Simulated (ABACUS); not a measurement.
**GaP: equation of state with r2SCAN**

GaP:

```
CELL_PARAMETERS angstrom
0.00000 2.72525 2.72525
2.72525 0.00000 2.72525
2.72525 2.72525 0.00000
ATOMIC_POSITIONS crystal
Ga 0.00000 0.00000 0.00000
P 0.75000 0.75000 0.75000
```

| Item | Value |
| --- | --- |
| Program | ABACUS 3.10.1 |
| Task | equation of state |
| Functional | r2SCAN |
| Potentials or basis | SG15 ONCV 1.2 PBE |
| Cutoff | 1279 eV |
| Density cutoff | 5116 eV |
| Basis | plane waves |
| k mesh | 5 × 5 × 5 |
| Occupations | fermi-dirac, width 0.05 eV |
| Spin | no spin polarisation |

| Quantity | Value |
| --- | --- |
| Equilibrium volume | 19.90 Å³/atom |
| Bulk modulus | 94 GPa |
| Pressure derivative of the bulk modulus | 4.9 (rough: it moves with the points fitted) |

Energy against volume, from the lowest point:
| volume (Å³/atom) | energy (meV/atom) |
| --- | --- |
| 19.026 | 12.22 |
| 19.836 | 0.00 |
| 20.645 | 7.57 |
| 21.455 | 30.67 |

All runs of the series together: 72 s on 4 threads of Intel(R) Xeon(R) 6975P-C (Granite Rapids), on a shared host.

Caveat: the k mesh is coarse (spacing up to 0.40 Å⁻¹), so the values aren't converged; the potentials were made for another functional, which shifts forces and pressure.
